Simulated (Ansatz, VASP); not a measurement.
**Br (Br2): VASP beside Ansatz**

Aim: how closely do two programs agree when they are given the same cell, functional and k mesh?

Calculated with Ansatz 0.2.0; plane waves, with VASP 6.6.1 beside it; single point at RPBE.

## 1. Set-up

The cell holds 2 atoms: 2 Br. Its edges and angles: a = 12.000 Å, b = 13.500 Å, c = 14.000 Å, α = 90.0°, β = 90.0°, γ = 90.0°. Vacuum lies along a, b and c.

Coordinates:

```cif
data_structure
_symmetry_space_group_name_H-M 'P 1'
_symmetry_Int_Tables_number 1
_cell_length_a 12.0000
_cell_length_b 13.5000
_cell_length_c 14.0000
_cell_angle_alpha 90.000
_cell_angle_beta 90.000
_cell_angle_gamma 90.000
_cell_volume 2268.00
loop_
_atom_site_label
_atom_site_type_symbol
_atom_site_fract_x
_atom_site_fract_y
_atom_site_fract_z
_atom_site_occupancy
Br1 Br 0.53801 0.56102 0.54750 1
Br2 Br 0.46199 0.43898 0.45250 1
```

## 2. VASP: single point, RPBE

With cell and atoms fixed, the geometry can't cause a difference; cores, projectors, grids and the points listed under the comparison can.

Lines of VASP's logs that name or quote its potential files are left out, and so is its time.

The input, INCAR:

```
SYSTEM = Br
PREC = Normal
ENCUT = 300
EDIFF = 1E-05
NELM = 120
ISMEAR = 0
SIGMA = 0.01
LREAL = Auto
ALGO = Fast
GGA = RP
NBANDS = 13
LORBIT = 11
LWAVE = .FALSE.
LCHARG = .FALSE.
NCORE = 4
ISYM = 0
```

The input, POSCAR:

```
Br
1.0
   12.0000000000      0.0000000000      0.0000000000
    0.0000000000     13.5000000000      0.0000000000
    0.0000000000      0.0000000000     14.0000000000
Br
2
Direct
    0.5380060378      0.5610214023      0.5474993562
    0.4619939622      0.4389785977      0.4525006438
```

The input, KPOINTS:

```
Automatic mesh
0
Gamma
1 1 1
0 0 0
```

PAW data sets: Br (PBE family, release 64).

Command:

```console
mpirun -np 4 vasp_gam
```

Numbers of over 12 decimals in the logs are rounded to 6 here.

The program printed:

```text
[banner, memory and clock lines left out]
running    4 mpi-ranks, on    1 nodes
 distrk:  each k-point on    4 cores,    1 groups
 distr:  one band on    4 cores,    1 groups

 POSCAR found type information on POSCAR Br
 POSCAR found :  1 types and       2 ions
|                                                                             |
|               ----> ADVICE to this user running VASP <----                  |
|                                                                             |
|     You have a (more or less) 'small supercell' and for smaller cells       |
|     it is recommended to use the reciprocal-space projection scheme!        |
|     The real-space optimization is not efficient for small cells and it     |
|     is also less accurate ...                                               |
|     Therefore, set LREAL=.FALSE. in the INCAR file.                         |
|                                                                             |

|                                                                             |
|               ----> ADVICE to this user running VASP <----                  |
|                                                                             |
|     You enforced a specific xc type in the INCAR file but a different       |
|     [... a line on the potential file left out ...]
|     I HOPE YOU KNOW WHAT YOU ARE DOING!                                     |
|                                                                             |

 LDA part: xc-table for (Slater+PW92), standard interpolation
 POSCAR, INCAR and KPOINTS ok, starting setup
 FFT: planning ... GRIDC
 FFT: planning ... GRID_SOFT
 FFT: planning ... GRID
 WAVECAR not read
 entering main loop
       N       E                     dE             d eps       ncg     rms          rms(c)
DAV:   1     0.747851301747E+02    0.74785E+02   -0.24204E+03    42   0.345E+02
DAV:   2     0.256347087229E+01   -0.72222E+02   -0.71821E+02    52   0.799E+01
DAV:   3    -0.299169795955E+01   -0.55552E+01   -0.54972E+01    36   0.366E+01
DAV:   4    -0.312781360683E+01   -0.13612E+00   -0.13608E+00    26   0.597E+00
DAV:   5    -0.313091210640E+01   -0.30985E-02   -0.30985E-02    39   0.797E-01    0.632E+00
RMM:   6    -0.290928750108E+01    0.22162E+00   -0.12802E-01    28   0.210E+00    0.384E+00
RMM:   7    -0.281306911562E+01    0.96218E-01   -0.30379E-01    34   0.342E+00    0.318E-01
RMM:   8    -0.281247213389E+01    0.59698E-03   -0.30294E-02    34   0.123E+00    0.106E-01
RMM:   9    -0.281299343400E+01   -0.52130E-03   -0.33148E-03    37   0.418E-01    0.624E-02
RMM:  10    -0.281615200997E+01   -0.31586E-02   -0.15326E-03    36   0.261E-01    0.806E-02
RMM:  11    -0.281630773947E+01   -0.15573E-03   -0.36333E-04    35   0.113E-01    0.245E-02
RMM:  12    -0.281760563856E+01   -0.12979E-02   -0.31560E-04    36   0.935E-02    0.128E-02
RMM:  13    -0.281827936117E+01   -0.67372E-03   -0.16923E-04    36   0.593E-02    0.567E-03
RMM:  14    -0.281884585544E+01   -0.56649E-03   -0.12236E-04    35   0.430E-02    0.418E-03
RMM:  15    -0.281888871389E+01   -0.42858E-04   -0.16540E-05    31   0.192E-02    0.314E-03
RMM:  16    -0.281901134714E+01   -0.12263E-03   -0.10181E-05    28   0.133E-02    0.112E-03
RMM:  17    -0.281902276109E+01   -0.11414E-04   -0.15346E-06    29   0.604E-03    0.127E-03
RMM:  18    -0.281902842580E+01   -0.56647E-05   -0.52706E-07    24   0.379E-03
   1 F= -.28190284E+01 E0= -.28190284E+01  d E =-.293713E-32
```

Parts of OUTCAR (step 2):

```text
ion  position               nearest neighbor table
   1  0.538  0.561  0.547-   2 2.31
   2  0.462  0.439  0.453-   1 2.31

 Found      1 irreducible k-points:

   k-points           NKPTS =      1   k-points in BZ     NKDIM =      1   number of bands    NBANDS=     13

   dimension x,y,z NGX =    54 NGY =   60 NGZ =   60
   dimension x,y,z NGXF=   108 NGYF=  120 NGZF=  120

   ENCUT  =  300.0 eV  22.05 Ry    4.70 a.u.  16.95 19.07 19.77*2*pi/ulx,y,z

   NELECT =      14.0000    total number of electrons

 k-points in reciprocal lattice and weights: Automatic mesh
   0.00000000  0.00000000  0.00000000       1.000

 average (electrostatic) potential at core
       1 -71.5800       2 -71.5800

 E-fermi :  -6.5316

 k-point     1 :       0.0000    0.0000    0.0000
  band No.  band energies     occupation
    ...
      3     -10.6319      2.00000
      4      -8.6022      2.00000
      5      -8.6022      2.00000
      6      -6.6156      2.00000
      7      -6.6155      2.00000
      8      -4.4141      0.00000
      9      -0.4948      0.00000
     10       0.4262      0.00000
     11       0.4673      0.00000
     12       0.5855      0.00000
    ...

  Total        0.0598539      0.1731597      0.0997047      0.0943346      0.1377326      0.0755814
  in kB        0.0422825      0.1223247      0.0704341      0.0666406      0.0972981      0.0533928
  external PRESSURE =       0.0783471 kB  Pullay stress =       0.0000000 kB

  energy-cutoff  :      300.00
  volume of cell :     2268.00
      direct lattice vectors                 reciprocal lattice vectors
    12.000000000  0.000000000  0.000000000     0.083333333  0.000000000  0.000000000
     0.000000000 13.500000000  0.000000000     0.000000000  0.074074074  0.000000000
     0.000000000  0.000000000 14.000000000     0.000000000  0.000000000  0.071428571

 POSITION                                       TOTAL-FORCE (eV/Angst)
 -----------------------------------------------------------------------------------
      6.45607      7.57379      7.66499         0.058289      0.106586      0.089488
      5.54393      5.92621      6.33501        -0.058289     -0.106586     -0.089488
 -----------------------------------------------------------------------------------
    total drift:                                0.000004      0.000002     -0.000001

  FREE ENERGIE OF THE ION-ELECTRON SYSTEM (eV)
  ---------------------------------------------------
  free  energy   TOTEN  =        -2.8190284258 eV

  energy  without entropy=       -2.8190284258  energy(sigma->0) =       -2.81902843

 total charge
# of ion       s       p       d       tot
------------------------------------------
    1        1.627   3.116   0.032   4.775
    2        1.627   3.116   0.032   4.775
--------------------------------------------------
tot          3.255   6.232   0.064   9.551
```

The run ends at a pressure of 0.01 GPa, with forces up to 0.15 eV/Å.

## 3. Ansatz: single point, RPBE

Ansatz runs on its default PAW (the set named soft_2) files.

The same cell, functional, mesh and smearing now go to Ansatz, which takes its cutoff from its data sets.

The input, input.yaml:

```yaml
crystal:
  lattice:
    - [12.0, 0.0, 0.0]
    - [0.0, 13.5, 0.0]
    - [0.0, 0.0, 14.0]
  atoms:
    - { symbol: Br, position: [0.5380060378, 0.5610214023, 0.5474993562] }
    - { symbol: Br, position: [0.4619939622, 0.4389785977, 0.4525006438] }
hamiltonian:
  xc: rpbe
  pseudopotentials: { kind: paw }
kpoints:
  mp_grid: { grid: [1, 1, 1] }
scf:
  occupations: { method: gaussian, width: 0.01 }
  n_extra_bands: 4
output:
  forces: true
  eigenvalues: true
```

Command:

```console
ansatz run input.yaml --threads 4 --pin off --max-ram 9216MiB --backend cpu --events-out ev --progress --plain --runs-dir out
```

The program printed:

```text
scf.n_extra_bands = 4 over 7 filled bands (N_el = 14.0): the run solves 11 bands
Engine: ansatz 0.2.0, x86_64-unknown-linux-gnu
Pseudopotentials: kind: paw
Pseudopotential: Br, paw, valence charge 7, recommended cutoff 420 eV (normal), Br.paw.azcp
Functional definition: RPBE
  parameter kappa = 0.804
  parameter beta = 0.066725
  exchange = rpbe_x(kappa = kappa, mu = beta*pi^2/3)
  correlation = pbe_c(beta = beta)
Crystal: 2 atoms, lattice volume = 2268.000 Å³
Basis set: ecut = 420 eV, 44383 PW (Γ), exchange–correlation on 162×192×192 points (8 copies of the dense FFT grid, shifted against one another)
Bands: 11, of which v1, the nominal top of the filled ones, is band 7 counted from 1 (6 counted from 0)
Symmetry: 2 space group operations
Space group: P-1 (ITA 2), of the structure as read, at distance tolerance 1.3e-4 Å
k-points: 1
Non-local potential: Br, projectors of the file, l = 0: 2, l = 1: 2, l = 2: 2
PAW form: soft (Blöchl's): semilocal exchange-correlation on the pseudo side does not see the compensation charge
PAW frozen core: Br, regenerated for the run's functional, and the local potential with it (the file was generated under x = pbe(κ = 0.804, μ = 0.219515), c = pbe(β = 0.066725))
PAW one-centre angular grid: Br, 110 points (default); XC on 64 Gauss nodes
Initial density: superposition of atomic densities (neutral atoms: chi_scale 0, normalization atom), corrected by the library's trained network
Initial wavefunctions: pseudopotential atomic-orbital guess
Functional: x = rpbe, c = pbe(β = 0.066725)
SCF iter   1: F=—  HF=-5578.949117 eV  |F-HF|=—  |Δ(HF+E_count)|=         —  Δρ=3.19e-4  dr2=1.06e-3  ethr=1.77e-3  ⟨swp⟩=10.0  Hψ=102  notcnv=0
preconditioner: auto → Resta (q_TF=auto, 1.169 Å⁻¹)  ε∞=1.1  [insulator: Δε(μ)=2.249 eV  Ē_g=7.199 eV  σ=0.010 eV  W_gap=1.00  n_scr=72 (ndim 8)  ℏωp=2.5 eV  f_vac=0.920  D(μ)=0.00/eV (n_scr^D=0)  ε∞_Penn≈1.1  vacuum switching on, ρ_ref=3.8e-3 e/Å³]
SCF iter   2: F=—  HF=-5578.950325 eV  |F-HF|=—  |Δ(HF+E_count)|=   1.21e-3  Δρ=1.51e-4  dr2=1.96e-4  ethr=7.54e-6  ⟨swp⟩=5.0  Hψ=38  notcnv=0
SCF iter   3: F=—  HF=-5578.950937 eV  |F-HF|=—  |Δ(HF+E_count)|=   6.12e-4  Δρ=3.23e-5  dr2=1.79e-5  ethr=1.40e-6  ⟨swp⟩=7.0  Hψ=30  notcnv=0
SCF iter   4: F=—  HF=-5578.951036 eV  |F-HF|=—  |Δ(HF+E_count)|=   9.83e-5  Δρ=7.08e-6  dr2=9.68e-7  ethr=1.28e-7  ⟨swp⟩=5.0  Hψ=26  notcnv=0
iter 5 did not close the SCF: its close was put off for the readings that it lacked (scf_convergence_deferred on its scf_iter line)
SCF iter   5: F=-5578.951038 eV  HF=-5578.951038 eV  |F-HF|=8.17e-8  |Δ(HF+E_count)|=   2.33e-6  Δρ=1.81e-6  dr2=4.78e-8  ethr=6.92e-9  ⟨swp⟩=2.0  Hψ=22  notcnv=0
SCF iter   6: F=-5578.951038 eV  HF=-5578.951038 eV  |F-HF|=1.06e-8  |Δ(HF+E_count)|=   9.07e-8  Δρ=4.50e-7  dr2=1.75e-9  ethr=3.42e-10  ⟨swp⟩=10.0  Hψ=71  notcnv=0
SCF 1 converged in 6 iterations: F = -5578.951038 eV  dr2 = 1.75e-9
  greatest PAW one-centre occupation: 0.922 electrons in one spin orbital (limit 2), on the Br atom at site 1 (counted from 0), in its partial waves of l = 0
SCF converged after 6 iterations
Free energy (F): -5578.951038 eV
Harris-Foulkes:  -5578.951038 eV  (|F-HF|=1.06e-8)
Internal energy: -5578.951038 eV  (E = F + TS)
E sigma→0 (E₀):  -5578.951038 eV
Fermi energy:    -5.442483 eV
--- Per-component energies (eV) ---
  E_band       = -162.674650
  E_kinetic    = 262.917243
  E_local      = -1571.081769  (includes V_loc(G=0)·N_el)
  E_nonlocal   = 139.039197
  E_hartree    = 615.957116
  E_xc         = -526.993115
  E_vxc        = -202.309655  (∫ρ·V_xc dr)
  E_paw        = -4505.015062  (= ΣΔE_a)
  E_vpaw       = -23.154032  (= ΣTr[D̂ρ^β])
  E_aug_tail   = -0.000000  (compensation charges beyond the density's cutoff)
  E_ewald      = 6.344337
  E_core_change = -0.118986  (= ΣΔE_core)
  E_smearing   = -0.000000  (= −TS)
  E_closure    = -0.000000  (closes the sum)
  Σ components = -5578.951038   (vs F -5578.951038, Δ=0.00e0)
--- Forces (eV/Å), atoms counted from 1 ---
  atom   1  Br     0.06588440     0.11859199     0.09582917
  atom   2  Br    -0.06588440    -0.11859199    -0.09582917
  max |Σ_I F_I| component: 0.00e0 eV/Å
--- Band table (eV) ---
  k-point 0: bands = [... 3 lower, -8.5513, -8.5511, -6.5658, -6.5656, -4.3193, -0.4424, 0.5146, 0.5480]
```

Elapsed: 2.2 s, on 4 threads of Intel Xeon 6975P-C (Granite Rapids), shared host; peak memory 1.2 GiB.

## 4. Differences

Known differences besides the potentials themselves: the cutoff is 420 eV in Ansatz and 300 eV in VASP (PREC = Normal, projectors in real space); Ansatz makes its cores anew for this functional, VASP keeps those of its PBE data sets; VASP leaves aspherical gradient terms in its spheres out (LASPH is not set), Ansatz keeps them. Total energies have different zeros and are not compared.

Compared:

```tsv
quantity	Ansatz	VASP	difference
gap on the k mesh (eV)	2.246	2.201	+0.045
```

Forces (eV/Å; atoms numbered as in POSCAR):

```tsv
atom	Ansatz x, y, z	VASP x, y, z
Br1	0.066, 0.119, 0.096	0.058, 0.107, 0.089
Br2	-0.066, -0.119, -0.096	-0.058, -0.107, -0.089
```

The forces differ by 9.0 meV/Å r.m.s., which is 10.3 % of the r.m.s. force of 0.09 eV/Å (both taken over all components).

## 5. What came out

```yaml
r_m_s_force_difference_single_point_rpbe: 9.0 meV/Å
difference_in_gap_on_the_k_mesh_single_point_rpbe: 0.045 eV
```

The r.m.s. force difference is 9.0 meV/Å (single point, RPBE), within the 12 meV/Å picked in this series as the mark of a large difference. How closely two codes agree says nothing of how well the functional describes the real material.

[Lines on the potential files, build, host, timing and source positions are cut from VASP's logs without a mark.]

[Logs are printed without paths, hosts, clocks, repeated set-up lines and the standing remarks that a program may print on its own settings, such as how far it seeks lower states.]

[Hosts, paths, dates, database ids (printed as entryN), source tags and the programs' standing remarks are cut or masked in the printed files.]
